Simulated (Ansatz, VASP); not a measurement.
## TaAs: VASP beside Ansatz

```xyz
2
Lattice="0.0000 2.6199 2.6199 2.6199 0.0000 2.6199 2.6199 2.6199 0.0000" Properties=species:S:1:pos:R:3 pbc="T T T"
Ta    2.6199    2.6199    2.6199
As    0.0000    0.0000    0.0000
```

Alike in both runs: functional r2SCAN; k mesh 8 × 8 × 8; occupations gaussian, width 0.1 eV; no spin polarisation.

Ansatz relaxed the structure, and its values are those at the end. VASP's run is a single point on that final structure, the one shown.

|  | VASP | Ansatz |
| --- | --- | --- |
| version | VASP 6.6.1 | Ansatz 0.2.0 |
| potentials or method | VASP PAW PBE potentials, release 64 (Ta_pv, As) | scalar-relativistic, plane waves, PAW |
| plane-wave cutoff (eV) | 520 | 500 |
| valence electrons in the cell | 16 | 28 |

|  | VASP | Ansatz | Ansatz less VASP |
| --- | --- | --- | --- |
| gap on the k mesh at the Fermi level (eV) | none | none | - |
| pressure (GPa) | 0.6 | 0.0 | -0.51 |

A gap of «none» marks a metal or a gap that the smearing closes. The two sets of potentials don't hold the same shells in valence.

Caveats: the PAW data sets were made with another functional, which shifts forces and pressure a little (VASP). Spin-orbit coupling is left out, which matters for the levels of Ta.
